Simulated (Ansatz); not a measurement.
# Al2O3: the cost of one run

Computed with the Python package of Ansatz 0.2.0. Level of theory: DFT PBEsol, plane waves, PAW.

## (1) The system

The structure is orthorhombic, space group Pnnm (No. 58). The conventional cell has a = 4.614 Å, b = 9.563 Å, c = 3.120 Å, α = 90.00°, β = 90.00°, γ = 90.00°. Al (site symmetry m) has 4 O at 1.68 to 1.82 Å as nearest neighbours. O (site symmetry m) has 3 Al at 1.82 Å as nearest neighbours. Around O (site symmetry 2/m) lie 2 Al at 1.68 Å.

No structure file is read: the coordinates are typed or built in the script.

## (2) Script

al2o3.py reads:

```python
"""Relax cell and ions of Al2O3."""

from pathlib import Path
import argparse

import ansatz as az
import matplotlib.pyplot as plt
import numpy as np
from pymatgen.core import Lattice, Structure
from pymatgen.io.ase import AseAtomsAdaptor

parser = argparse.ArgumentParser(description="Relax cell and ions of Al2O3.")
parser.add_argument("--kgrid", type=int, nargs=3, default=[4, 2, 6], help="k-point sampling")
parser.add_argument("--tolerance", type=float, default=1e-10, help="SCF tolerance (eV)")
args = parser.parse_args()

def edges_and_angles(cell):
    cell = np.asarray(cell)
    a, b, c = np.linalg.norm(cell, axis=1)
    cosines = cell[1] @ cell[2] / (b * c), cell[0] @ cell[2] / (a * c), cell[0] @ cell[1] / (a * b)
    return (a, b, c, *np.degrees(np.arccos(cosines)))


def main() -> None:
    pmg_structure = Structure(
        Lattice([(4.613777, 0.0, 0.0), (0.0, 9.563279, 0.0), (0.0, 0.0, 3.119862)]),
        ["Al", "Al", "Al", "Al", "O", "O", "O", "O", "O", "O"],
        [
            (0.517025, 0.324573, 0.5),
            (0.482975, 0.675427, 0.5),
            (0.017025, 0.175427, 0.0),
            (0.982975, 0.824573, 0.0),
            (0.876365, 0.24695, 0.5),
            (0.0, 0.0, 0.0),
            (0.623635, 0.74695, 0.0),
            (0.376365, 0.25305, 0.0),
            (0.123635, 0.75305, 0.5),
            (0.5, 0.5, 0.5),
        ],
    )
    structure = az.Crystal.from_ase(AseAtomsAdaptor.get_atoms(pmg_structure))

    # every cell quantity that the symmetry leaves free
    model = (
        structure.calculation()
        .functional(az.Functional.PBESOL)
        .kpoints(*args.kgrid, center="gamma")
        .occupations(az.OccupationsMethod.FIXED)
        .scf(tolerance=args.tolerance)
        .relax(cell=True)
        .density()
        .electron_localization_function()
        .output_files(volumetric_format="npy")
    )
    steps = []


    def collect(event):
        if event["event"] == "relax_step":
            steps.append(event["data"])


    outcome = model.session().plan().execute(on_event=collect)
    data = outcome.report
    print("step   energy (eV)     max comp. (eV/A)   P (GPa)  SCF")
    for s in steps:
        print(f"{s['step']:4d} {s['lagrangian_ev']:15.5f} {s['allowed_force_max_ev_ang']:12.4f} {s['pressure_gpa']:10.3f} {s['n_scf']:5d}")

    first, last = steps[0], steps[-1]
    symbols = [site.symbol for site in outcome.lattice.sites]
    print(f"energy gained {first['lagrangian_ev'] - last['lagrangian_ev']:.4f} eV in {len(steps) - 1} steps")
    for label, vectors in (("before", first["cell_ang"]), ("after", outcome.lattice.cell_ang)):
        print(label, "a b c (A) {:.4f} {:.4f} {:.4f}  angles {:.2f} {:.2f} {:.2f}".format(*edges_and_angles(vectors)), f" V = {abs(np.linalg.det(vectors)):.3f} A^3")
    print("final stress xx yy zz (GPa, compression positive):", np.round(np.diag(data["stress_gpa"]), 3) + 0.0)

    fig, (top, bottom) = plt.subplots(2, 1, sharex=True, figsize=(4.5, 4))
    top.plot([s["lagrangian_ev"] - last["lagrangian_ev"] for s in steps], "o-")
    top.set_ylabel("E - E(final) (eV)")
    bottom.semilogy([max(s["allowed_force_max_ev_ang"], 1e-6) for s in steps], "s-")
    bottom.set(xlabel="step", ylabel="largest force (eV/A)")
    fig.tight_layout()
    fig.savefig("relax.png", dpi=100)

    print("relaxed fractional positions")
    for site in outcome.lattice.sites:
        print(f"  {site.symbol:2s}", " ".join(f"{v % 1:8.5f}" for v in np.round(site.position_frac, 5)))

    print("atom   start x y z (A)              end x y z (A)")
    for symbol, a, b in zip(symbols, first["positions_ang"], last["positions_ang"]):
        print(f"{symbol:3s}", " ".join(f"{v:8.4f}" for v in a), "  ", " ".join(f"{v:8.4f}" for v in b))

    energy = data["free_energy_ev"]
    print("F of the Al2O3 cell: {:.6f} eV = {:.6f} Ry = {:.6f} Ha".format(energy, energy / 13.605693, energy / 27.211386))
    print("Fermi level {:.4f} eV, {} k-points, {} symmetry operations".format(data["fermi_energy_ev"], data["n_kpoints"], data["n_symmetry_ops"]))

    # ELF is 0.5 in a uniform gas and nears 1 where pairs localise
    folder = Path(outcome.write_results("elf"))
    elf = np.load(folder / "elf.npy")
    peak = np.unravel_index(elf.argmax(), elf.shape)
    print(f"largest ELF {elf.max():.3f} at grid fractions", np.round(np.array(peak) / elf.shape, 3))
    for level in (0.2, 0.5, 0.7, 0.8, 0.9):
        print(f"share of the cell with ELF over {level}: {np.mean(elf > level):.3f}")


if __name__ == "__main__":
    main()
```

## (3) Running it

The run is started by

```
$ python al2o3.py
```

**Question.** How long does this script take on 1 thread of Arm Neoverse V1, shared host, and how much memory does it need?

About 86 s, with a peak of 0.57 GiB.
